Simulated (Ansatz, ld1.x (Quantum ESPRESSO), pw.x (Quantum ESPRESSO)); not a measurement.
## scandium: does the TM potential hold in the solid?

```
Element                 : Sc
Generator               : ld1.x (Quantum ESPRESSO) 7.5
Type                    : norm-conserving Troullier–Martins (Kleinman–Bylander form)
Functional              : PBE
Relativity              : scalar-relativistic
Frozen core             : [Ar]
Valence charge          : 3
Reference configuration : 3d1 4s2 4p0
Partial waves           : 4s (bound): rc 3.20 bohr; 4p (bound, empty): rc 3.80 bohr; 3d (bound): rc 2.20 bohr
Local potential         : all-electron potential smoothed inside 3.72 bohr (lloc = -1)
Core correction         : a·sin(br)/r model core inside 1.20 bohr
```

Atomic tests: cutoffs needed: 40 Ry and 50 Ry (the cutoffs (Ry, on a coarse ladder) from which the occupation-weighted sum of valence levels, in a spherical-Bessel basis at the reference potential, stays within 10 and 1 mRy of its value at 400 Ry); ghost test: no extra level below or beside the all-electron valence levels (s, p, d, f tested) (spherical-Bessel basis up to 400 Ry, 20 bohr box); largest excitation error: -293 meV (all-electron minus pseudo) for 3d0 4s2 4p1, out of 7 test configurations.

Crystal test: bcc Sc in pw.x 7.5, no spin, 13³ k-points, Fermi–Dirac smearing 0.01 Ry, cutoffs 60/240 Ry. The reference is all-electron LAPW (Ansatz 0.2.0) with the same functional, mesh and smearing; V0 and B0 come from Birch–Murnaghan fits to the pressures at five volumes. Errors are pseudo minus all-electron; Δ is the rms difference of the E(V) curves that follow from these fits, minima aligned, over ±6 % about the mean V0. Mesh and smearing are coarse, so the numbers serve the comparison and aren't converged zero-temperature values; the lattice is a test structure that the element need not adopt.

```json
{"V (Å³/atom)": "23.762", "P all-electron (GPa)": "2.92", "P pseudo (GPa)": "4.76"}
{"V (Å³/atom)": "24.388", "P all-electron (GPa)": "1.38", "P pseudo (GPa)": "3.02"}
{"V (Å³/atom)": "25.013", "P all-electron (GPa)": "0.01", "P pseudo (GPa)": "1.47"}
{"V (Å³/atom)": "25.638", "P all-electron (GPa)": "-1.23", "P pseudo (GPa)": "0.08"}
{"V (Å³/atom)": "26.264", "P all-electron (GPa)": "-2.35", "P pseudo (GPa)": "-1.17"}
```

All-electron: a0 = 3.685 Å (V0 = 25.02 Å³/atom), B0 = 52.2 GPa.

Pseudopotential: mean pressure error (GPa): +1.49; a0 (Å): 3.717; a0 error (%): +0.87; B0 error (%): +3.0; Δ (meV/atom): 7.7. The largest radius (3.80 bohr) exceeds half the bond length (3.01 bohr), so the spheres overlap, which is one possible source of error among others. This is a poor potential for the solid.

Question: At the middle volume, how do free energy and pressure move when the wave cutoff is lowered (ecutrho kept at four times it)?

Answer:

```tsv
cutoff (Ry)	shift of F (meV/atom)	shift of P (GPa)
27	+1320.3	-22.10
36	+207.3	-7.23
48	+6.9	-0.41
```

The run at the middle volume (84 k-points, 8 iterations) took about 9.7 s on one core of a shared host (Neoverse-V1, 32 threads, 247 GiB, load 17).
